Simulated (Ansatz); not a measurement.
Phases of FeSi at -4.5 GPa

Structure types of FeSi are relaxed in primitive cells with their symmetry kept at -4.5 GPa on PAW files, and LAPW takes those cells. The enthalpy is E + pV at zero temperature, without zero-point motion. Only the types listed were tried, and differences under about 5 meV/atom are mesh noise. The real phase may be another.

Computed with Ansatz 0.2.0; functional LDA, scalar-relativistic. Settings: Fermi–Dirac smearing of 0.08 eV, spin-polarised from start moments Fe1 2.5 μB. Methods: LAPW: all electrons, basis error target 0.5 meV/atom; PAW: frozen-core files, cutoff 420 eV.

k meshes: rocksalt 14×14×14, CsCl 14×14×14, zincblende 12×12×12, wurtzite 9×9×5.

The start moments died away, and the runs ended non-magnetic. The PAW files were made under PBE.

Q: Which type is lowest in enthalpy, and by how much?

A: CsCl, 743 meV/atom below flat h-MgO. The whole table:

| start type | ends as | a, b, c (Å) | V (Å³/atom) | H − H(lowest), LAPW (meV/atom) | same, PAW | moment (μB/atom) |
| --- | --- | --- | --- | --- | --- | --- |
| rocksalt | rocksalt, Fm-3m | 4.600, 4.600, 4.600 | 12.16 | 766.5 | 766.6 | 0.00 |
| CsCl | CsCl, Pm-3m | 2.724, 2.724, 2.724 | 10.11 | 0.0 | 0.0 | 0.00 |
| zincblende | zincblende, F-43m | 5.077, 5.077, 5.077 | 16.36 | 1222.2 | 1222.4 | 0.00 |
| wurtzite | flat h-MgO, P6_3/mmc | 3.868, 3.868, 4.446 | 14.40 | 742.5 | 743.3 | 0.00 |
